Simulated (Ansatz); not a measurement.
Set up this calculation in Ansatz 0.2.0, as the native input.

| Property | Result |
| --- | --- |
| Task | single point |
| Functional | PBE |
| Potentials or basis | Ansatz PAW |
| Cutoff | 420 eV (not typed: the program's choice for these potentials) |
| k mesh | 8 × 8 × 8 |
| Occupations | gaussian, width 0.026 eV |
| Spin | no spin polarisation |

The system is Li2S.

```
S Li
1.0
     0.00000    2.84450    2.84450
     2.84450    0.00000    2.84450
     2.84450    2.84450    0.00000
S Li
1 2
Direct
  0.00000 0.00000 0.00000
  0.75000 0.75000 0.75000
  0.25000 0.25000 0.25000
```

The input as run:

input.yaml

```yaml
crystal:
  lattice:
    - [0.0, 2.8445, 2.8445]
    - [2.8445, 0.0, 2.8445]
    - [2.8445, 2.8445, 0.0]
  atoms:
    - { symbol: S, position: [0.0, 0.0, 0.0] }
    - { symbol: Li, position: [0.75, 0.75, 0.75] }
    - { symbol: Li, position: [0.25, 0.25, 0.25] }
hamiltonian:
  xc: pbe
  pseudopotentials: { kind: paw }
kpoints:
  mp_grid: { grid: [8, 8, 8] }
scf:
  occupations: { method: gaussian, width: 0.026 }
output:
  forces: true
  stress: true
  eigenvalues: true
  write_density: true
  write_potential: true
  elf: true
  volumetric_format: npy
```

Potentials or basis: Ansatz PAW.

Run with:

```bash
$ ansatz run input.yaml --threads 2 --pin off --max-ram 5632MiB --backend cpu --events-out ev --progress --plain --runs-dir out
```

It gave:

```yaml
Pressure: 0.4 GPa
Band_gap_on_the_k_mesh: 3.39 eV, indirect (least direct gap 4.29 eV)
```

Wall time 1.1 s on 2 threads of Intel(R) Xeon(R) Platinum 8259CL CPU @ 2.50GHz (Skylake/Cascade Lake), on a shared host, peak memory 0.35 GiB.
